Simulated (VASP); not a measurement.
Here is a VASP 6.6.1 calculation.

INCAR

```
PREC = Accurate ; ENCUT = 600
EDIFF = 1E-7 ; ISMEAR = 0
SIGMA = 0.03 ; LREAL = False
LASPH = True ; NELM = 80
ALGO = Normal ; ISIF = 3
LWAVE = False ; LCHARG = False
IBRION = 2 ; NSW = 90
EDIFFG = -0.005 ; KPAR = 2
```

File KPOINTS:

```
Automatic mesh
0
Gamma
  7 7 7
```

The input POSCAR:

```
Al2O3                                   
1.0
    2.3658710734      1.3659363011      4.2984220799
   -2.3658710734      1.3659363011      4.2984220799
   -0.0000000000     -2.7318726022      4.2984220799
  Al              O             
     4     6
Direct
     0.3519642206568790    0.3519642206568790    0.3519642206568790
     0.1480357793431210    0.1480357793431210    0.1480357793431210
     0.6480357793431210    0.6480357793431210    0.6480357793431210
     0.8519642206568790    0.8519642206568790    0.8519642206568790
     0.5557613452603710    0.9442386547396290    0.2500000000000000
     0.2499999999999999    0.5557613452603710    0.9442386547396290
     0.9442386547396290    0.2500000000000001    0.5557613452603710
     0.4442386547396289    0.0557613452603711    0.7500000000000000
     0.7500000000000000    0.4442386547396289    0.0557613452603711
     0.0557613452603711    0.7500000000000000    0.4442386547396289
```

Potentials or basis: VASP PAW LDA potentials, release 64 (Al, O).

Command:

```sh
$ cat potpaw_LDA.64/Al/POTCAR potpaw_LDA.64/O/POTCAR > POTCAR
$ mpirun -np 2 vasp_std > vasp.out
```

What does it give for the relaxed cell?

a = 5.094 Å, b = 5.094 Å, c = 5.094 Å, α = 55.36°, β = 55.36°, γ = 55.36°.

Estimate the band gap on the k mesh.

6.42 eV, direct.

Predict the relaxed volume.

8.34 Å³/atom.

Forces on the atoms (eV/Å):
```
Al   0.000  0.000  0.004
Al   0.000  0.000 -0.004
Al   0.000  0.000 -0.004
Al   0.000  0.000  0.004
O   -0.001  0.000  0.000
O    0.001 -0.001  0.000
O    0.001  0.001  0.000
O    0.001  0.000  0.000
O   -0.001  0.001  0.000
O   -0.001 -0.001  0.000
```

Caveat: an odd mesh through Γ misses points on the zone boundary, where band edges often lie.
